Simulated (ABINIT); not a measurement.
Wanted: the native input for an ABINIT 10.8.3 (patched build) run.

* Task: band structure
* Functional: LDA-VWN
* Potentials or basis: PseudoDojo NC SR LDA v0.4.1 standard
* Cutoff: 435 eV
* k mesh: 8 × 8 × 8
* Occupations: fermi-dirac, width 0.05 eV
* Spin: no spin polarisation

The system is Si.

```
Si
1.0
     0.00000    2.72185    2.72185
     2.72185    0.00000    2.72185
     2.72185    2.72185    0.00000
Si
2
Direct
  0.50000 0.50000 0.50000
  0.75000 0.75000 0.75000
```

One way to write it, as run:

run.abi

```
ndtset 2

pp_dirpath "./"
pseudos "Si.upf"

acell 3.8492788627 3.8492788627 3.8492788627 Angstrom
rprim
     0.0000000000     0.7071067812     0.7071067812
     0.7071067812     0.0000000000     0.7071067812
     0.7071067812     0.7071067812     0.0000000000
ntypat 1
znucl 14
natom 2
typat 1 1
xred
     0.5000000000     0.5000000000     0.5000000000
     0.7500000000     0.7500000000     0.7500000000

ecut 16.0

ixc -1007

occopt 3
tsmear 0.05 eV

nstep 100

iomode 3
prtwf 0
prteig 0
prtebands 0
prtden1 1

kptopt1 1
ngkpt1 8 8 8
nshiftk1 1
shiftk1 0.0 0.0 0.0
nband1 8
tolvrs1 1.0e-10

iscf2 -2
getden2 1
nband2 12
nbdbuf2 2
tolwfr2 1.0e-12
kptopt2 -9
ndivsm2 5
prteig2 1
kptbounds2
     0.0000000000     0.0000000000     0.0000000000
     0.5000000000     0.0000000000     0.5000000000
     0.5000000000     0.2500000000     0.7500000000
     0.3750000000     0.3750000000     0.7500000000
     0.0000000000     0.0000000000     0.0000000000
     0.5000000000     0.5000000000     0.5000000000
     0.6250000000     0.2500000000     0.6250000000
     0.5000000000     0.2500000000     0.7500000000
     0.5000000000     0.5000000000     0.5000000000
     0.3750000000     0.3750000000     0.7500000000
```

Potentials or basis: PseudoDojo NC SR LDA v0.4.1 standard.

Launch:

```console
$ abinit run.abi > log 2>&1
```

It gave:

The pressure is -2.6 GPa and the band gap on the k mesh is 0.54 eV, indirect (least direct gap 2.53 eV). The band gap along the path is 0.50 eV, indirect (least direct gap 2.53 eV) and the valence electrons inside the program's atomic spheres are Si 1.81, 1.77 (radii [1.0584] Å).

Run time: 14 s on 1 thread of Intel(R) Xeon(R) 6975P-C (Granite Rapids), on a shared host, peak memory 0.11 GiB.
